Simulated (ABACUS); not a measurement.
Ba:

```
Ba
1.0
    -2.50650    2.50650    2.50650
     2.50650   -2.50650    2.50650
     2.50650    2.50650   -2.50650
Ba
1
Direct
  0.00000 0.00000 0.00000
```

```yaml
Program: ABACUS 3.10.1
Task: single point
Functional: PBE
Potentials_or_basis: PseudoDojo NC SR 0.4.1 PBE standard
Cutoff: 1361 eV
Density_cutoff: 5442 eV
Basis: DZP LCAO (the cutoffs set its grid)
k_mesh: 8 × 8 × 8
Occupations: fermi-dirac, width 0.05 eV
Spin: no spin polarisation
```

On this cell: pressure 0.0 GPa; band gap on the k mesh none (metal or under the smearing width).

The same run follows on a disturbed copy (cell strained at random at fixed volume):

```
CELL_PARAMETERS angstrom
-2.47176 2.47765 2.44851
2.56531 -2.52802 2.59244
2.45066 2.50692 -2.49889
ATOMIC_POSITIONS crystal
Ba 0.99892 0.00475 0.98853
```

Q: What does the disturbed cell give?

A: The energy (extrapolated to zero smearing) moves by +4.3 meV/atom; pressure 0.0 GPa; band gap on the k mesh none (metal or under the smearing width).

Stress tensor (GPa, compression positive):
```
-0.02  0.07 -0.43
 0.07  0.03  0.22
-0.43  0.22 -0.05
```

Caveats: the atomic orbitals were generated for these runs and aren't a published set; this release of the barium file is off; the basis of atomic orbitals isn't converged, which shifts pressures, moduli and gaps.
